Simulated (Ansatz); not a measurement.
# CaSe (wurtzite): gap against strain (epitaxial in the xy plane)

CaSe built on the wurtzite prototype (no longer in that coordination), relaxed with r2SCAN in the PAW code Ansatz, then strained (epitaxial in the xy plane; changes of length per length, axes as in the cell below) with the atoms relaxed again within the symmetry that is left. The symmetry is P6_3/mmc (No. 194, hexagonal); a = 5.006 Å, c = 5.876 Å in the conventional setting, 31.87 Å³ an atom. Ca has 5 Se at 2.89–2.94 Å; Se has 5 Ca at 2.89–2.94 Å. The cell started from the wurtzite prototype, but the relaxation took it to the higher symmetry P6_3/mmc (No. 194), so the name no longer describes it. Simulation only: spin-unpolarised, and no claim that this is the phase found in nature.

```
Ca Se
1.0
     5.00560    0.00000    0.00000
    -2.50280    4.33497    0.00000
     0.00000    0.00000    5.87573
Ca Se
2 2
Cartesian
  0.0000 2.8900 -0.3672
  2.5028 1.4450 2.5706
  0.0000 2.8900 2.5706
  2.5028 1.4450 5.5085
```

Gaps are the least over each mesh (PBE 6×6×4, r2SCAN 6×6×4 when unstrained) and the special points, which keep their unstrained names; stress is the change from the unstrained cell, compression positive.

```tsv
strain (%)	free normal strain (%)	gap, PBE (eV)	gap, r2SCAN (eV)	edges, r2SCAN	in-plane stress, r2SCAN (GPa)	energy rise, r2SCAN (meV/atom)
-2.5	+0.78	2.360	2.797	Γ → K	+2.75	12.7
-1.5	+0.46	2.397	2.836	Γ → K	+1.55	4.4
0.0	0.00	2.453	2.894	Γ → K	0.00	0.0
```

**Question.** Estimate the row for a strain of +2.5 %.

**Answer.**
```tsv
strain (%)	free normal strain (%)	gap, PBE (eV)	gap, r2SCAN (eV)	edges, r2SCAN	in-plane stress, r2SCAN (GPa)	energy rise, r2SCAN (meV/atom)
+2.5	-0.73	2.472	2.932	Γ	-2.00	10.8
```

With r2SCAN the edges change from Γ → K (indirect) to Γ (direct) between 0.0 and +2.5 %. With PBE the edges change from Γ → K (indirect) to Γ (direct) between 0.0 and +2.5 %.

The runs are scalar-relativistic, without spin-orbit coupling.
